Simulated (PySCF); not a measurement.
Acetate ion, C2H3O2 (charge -1).
SMILES with atom numbers: `[CH3:1][C:2](=[O:3])[O-:4]` (hydrogens: H5, H6, H7 on C1)

The same species was optimised twice, with GFN2-xTB and with PBE0-D3(BJ)/def2-SVP (PySCF), and the same property calculations (PySCF, gas phase) were run on both structures.

```json
{"coordinate": "C1–C2 (Å)", "GFN2-xTB": "1.585", "PBE0-D3(BJ)/def2-SVP": "1.569", "change": "-0.016"}
{"coordinate": "C1–H5 (Å)", "GFN2-xTB": "1.090", "PBE0-D3(BJ)/def2-SVP": "1.105", "change": "+0.015"}
{"coordinate": "C1–H7 (Å)", "GFN2-xTB": "1.090", "PBE0-D3(BJ)/def2-SVP": "1.104", "change": "+0.014"}
{"coordinate": "C1–H6 (Å)", "GFN2-xTB": "1.089", "PBE0-D3(BJ)/def2-SVP": "1.102", "change": "+0.013"}
{"coordinate": "C2–O4 (Å)", "GFN2-xTB": "1.239", "PBE0-D3(BJ)/def2-SVP": "1.247", "change": "+0.008"}
{"coordinate": "C2=O3 (Å)", "GFN2-xTB": "1.239", "PBE0-D3(BJ)/def2-SVP": "1.246", "change": "+0.007"}
{"coordinate": "H5–C1–H7 (°)", "GFN2-xTB": "108.4", "PBE0-D3(BJ)/def2-SVP": "106.3", "change": "-2.1"}
{"coordinate": "C2–C1–H6 (°)", "GFN2-xTB": "110.4", "PBE0-D3(BJ)/def2-SVP": "112.1", "change": "+1.7"}
{"coordinate": "C1–C2–O4 (°)", "GFN2-xTB": "115.3", "PBE0-D3(BJ)/def2-SVP": "114.3", "change": "-1.0"}
{"coordinate": "O3–C2–O4 (°)", "GFN2-xTB": "128.9", "PBE0-D3(BJ)/def2-SVP": "129.8", "change": "+0.9"}
{"coordinate": "H5–C1–H6 (°)", "GFN2-xTB": "109.6", "PBE0-D3(BJ)/def2-SVP": "109.2", "change": "-0.4"}
{"coordinate": "C2–C1–H5 (°)", "GFN2-xTB": "109.1", "PBE0-D3(BJ)/def2-SVP": "109.5", "change": "+0.4"}
{"coordinate": "C2–C1–H7 (°)", "GFN2-xTB": "109.5", "PBE0-D3(BJ)/def2-SVP": "109.8", "change": "+0.3"}
{"coordinate": "H6–C1–H7 (°)", "GFN2-xTB": "109.8", "PBE0-D3(BJ)/def2-SVP": "109.8", "change": "0.0"}
```

Rotational constants: A = 11709, B = 9836, C = 5530 MHz (GFN2-xTB) against A = 11506, B = 9990, C = 5531 MHz (PBE0-D3(BJ)/def2-SVP). Atoms that the bonding makes alike are paired by their places after alignment.

On the GFN2-xTB structure: HOMO (eV) -0.63 [PBE0/pcSseg-1]; LUMO (eV) 6.45 [PBE0/pcSseg-1]; GIAO shielding of C1 (ppm) 158.7 [PBE0/pcSseg-1]; GIAO shielding of C2 (ppm) 18.4 [PBE0/pcSseg-1]; GIAO shielding of O3/O4 (mean) (ppm) -14.7 [PBE0/pcSseg-1]; C1s of C1 (eV) 285.34 [delta-SCF UKS SCAN, pcX-2 on the ionised atom, pcseg-1 elsewhere, spin-free X2C]; C1s of C2 (eV) 287.54 [delta-SCF UKS SCAN, pcX-2 on the ionised atom, pcseg-1 elsewhere, spin-free X2C]; O1s of O3 (eV) 530.40 [delta-SCF UKS SCAN, pcX-2 on the ionised atom, pcseg-1 elsewhere, spin-free X2C].

**Question.** What do these properties become on the PBE0-D3(BJ)/def2-SVP structure?

**Answer.** 
| property | level | on GFN2-xTB | on PBE0-D3(BJ)/def2-SVP | change |
| --- | --- | --- | --- | --- |
| HOMO (eV) | PBE0/pcSseg-1 | -0.63 | -0.67 | -0.04 |
| LUMO (eV) | PBE0/pcSseg-1 | 6.45 | 6.41 | -0.04 |
| energy, GFN2-xTB geometry as zero (kcal/mol) | PBE0/pcSseg-1 | 0.0 | -0.4 | -0.4 |
| GIAO shielding of C1 (ppm) | PBE0/pcSseg-1 | 158.7 | 157.2 | -1.5 |
| GIAO shielding of C2 (ppm) | PBE0/pcSseg-1 | 18.4 | 16.4 | -2.0 |
| GIAO shielding of O3/O4 (mean) (ppm) | PBE0/pcSseg-1 | -14.7 | -19.8 | -5.1 |
| C1s of C1 (eV) | delta-SCF UKS SCAN, pcX-2 on the ionised atom, pcseg-1 elsewhere, spin-free X2C | 285.34 | 285.46 | +0.12 |
| C1s of C2 (eV) | delta-SCF UKS SCAN, pcX-2 on the ionised atom, pcseg-1 elsewhere, spin-free X2C | 287.54 | 287.59 | +0.05 |
| O1s of O3 (eV) | delta-SCF UKS SCAN, pcX-2 on the ionised atom, pcseg-1 elsewhere, spin-free X2C | 530.40 | 530.43 | +0.03 |

The heavy atoms differ by 0.013 Å rms after alignment. Among all bonds C1–C2 and C1–H5 change most and about equally (-0.016 to +0.015 Å). Changes are differences of the printed values. Neither structure is proved a minimum here. Geometry: PBE0-D3(BJ)/def2-SVP; no solvent, vibrations or thermal averaging.
